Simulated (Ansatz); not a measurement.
**Elastic constants of Cu at 15 GPa (stress–strain coefficients): input and output**

Theory: DFT PBEsol, scalar-relativistic, plane waves, PAW (Ansatz).

Launched with:
```bash
ansatz run input.yaml --threads 1 --pin off --max-ram 3072MiB --backend cpu --events-out ev --progress --plain --runs-dir out
```

Input (bare energies are in eV):
```yaml
crystal:
  lattice:
    - [0.0, 1.7385110025, 1.7385110025]
    - [1.7385110025, 0.0, 1.7385110025]
    - [1.7385110025, 1.7385110025, 0.0]
  atoms:
    - { symbol: Cu, position: [0.0, 0.0, 0.0] }
basis:
  ecutwfc: 420
kpoints:
  mp_grid: { grid: [20, 20, 20] }
hamiltonian:
  xc: pbesol
scf:
  occupations: { method: fermi_dirac, width: 0.15 }
output:
  forces: true
  stress: true
  eigenvalues: true
elastic:
  mode: relaxed_ion
  amplitude: 0.005
```

From the output:
```
--- Elastic constants: 2 strain directions × 4 members + reference (group order 48) ---
  dense FFT box of the reference and of every strained cell: 18×18×18
  strains applied: 11, 23; error gains: componentwise 1.00 (the most a stress slope's error grows in a printed constant), spectral 1.73 (1 for all six strains in a standard setting)
  C = ∂σ_k/∂η_j (tension-positive GPa; Voigt order 11 22 33 23 13 12):
       289.944    213.814    213.814     -0.000      0.000      0.000
       213.814    289.944    213.814      0.000     -0.000     -0.000
       213.814    213.814    289.944      0.000     -0.000     -0.000
         0.000     -0.000      0.000    127.547     -0.000      0.000
        -0.000     -0.000      0.000     -0.000    127.547     -0.000
         0.000     -0.000     -0.000     -0.000     -0.000    127.547
  reference stress σ⁰ (GPa):    -15.000    -15.000    -15.000     -0.000      0.000     -0.000
  C* (energy form; C + prestress term) asymmetry max|C*_kj − C*_jk| = 8.527e-14 GPa — a small one proves nothing (zero by symmetry where the batch's group is 432, −43m or m−3m); a large one is finite-difference/SCF noise where every solve ...
  moduli (Voigt/Reuss/Hill, GPa): K = 239.19/239.19/239.19   G = 91.75/65.74/78.74   E = 212.87   ν = 0.352
  mechanically stable: yes (min eigenvalue of sym C = 76.13 GPa)
  strain η (Voigt 11):  stress-route row diagonal C_11 = 289.94 GPa, energy-path curvature d²(F+E_count+ΔE)/dδ²/Ω₀ = 290.08 GPa
    cells at ±δ against ±2δ: C11 289.98 and 290.08 GPa, apart by 0.04 % of the column's largest entry
         δ    σ_11 (GPa) F (eV) n_scf n_hpsi n_pw
    -1.000e-2     -17.9667       -6588.7383555       8  173736    212   relax 0 steps, max|allowed force component| 0.00e0 eV/Å
    -5.000e-3     -16.4669       -6588.7440007       4  144450    212   relax 0 steps, max|allowed force component| 0.00e0 eV/Å
     5.000e-3     -13.5671       -6588.7538443       5  175784    216   relax 0 steps, max|allowed force component| 0.00e0 eV/Å
     1.000e-2     -12.1650       -6588.7580624       7  153696    216   relax 0 steps, max|allowed force component| 0.00e0 eV/Å
  strain η (Voigt 23):  stress-route row diagonal C_44 = 127.55 GPa, energy-path curvature d²(F+E_count+ΔE)/dδ²/Ω₀ = 134.93 GPa
    cells at ±δ against ±2δ: C44 127.52 and 127.45 GPa, apart by 0.06 % of the column's largest entry
         δ    σ_23 (GPa) F (eV) n_scf n_hpsi n_pw
    -1.000e-2      -1.2745       -6588.7487167       7  298164    216   relax 0 steps, max|allowed force component| 0.00e0 eV/Å
    -5.000e-3      -0.6376       -6588.7490487       4  268450    216   relax 0 steps, max|allowed force component| 0.00e0 eV/Å
     5.000e-3       0.6376       -6588.7490487       4  261800    216   relax 0 steps, max|allowed force component| 0.00e0 eV/Å
     1.000e-2       1.2745       -6588.7487167       6  258403    216   relax 0 steps, max|allowed force component| 0.00e0 eV/Å
```

Time: 35 s on 1 thread of Intel(R) Xeon(R) 6975P-C (Granite Rapids) (shared host), peak memory 0.54 GiB.

In a metal, frequencies and elastic constants depend on the k mesh and the smearing, soft modes and shear constants most.